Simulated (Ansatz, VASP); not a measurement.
# Two plane-wave programs on GaAs

```
CELL_PARAMETERS angstrom
0.00000 2.87225 2.87225
2.87225 0.00000 2.87225
2.87225 2.87225 0.00000
ATOMIC_POSITIONS crystal
Ga 0.00000 0.00000 0.00000
As 0.25000 0.25000 0.25000
```

Alike in both runs: functional PBE; k mesh 8 × 8 × 8; no spin polarisation.

Ansatz relaxed the structure, and its values are those at the end. VASP's run is a single point on that final structure, the one shown.

|  | VASP | Ansatz |
| --- | --- | --- |
| version | VASP 6.6.1 | Ansatz 0.2.0 |
| potentials or method | VASP PAW PBE potentials, release 64 (Ga_d, As) | plane waves, PAW |
| plane-wave cutoff (eV) | 520 | 476 |
| occupations | gaussian, width 0.01 eV | fixed |
| valence electrons in the cell | 18 | 28 |

|  | VASP | Ansatz | Ansatz less VASP |
| --- | --- | --- | --- |
| pressure (GPa) | 0.2 | 0.0 | -0.15 |

The two sets of potentials don't hold the same shells in valence.
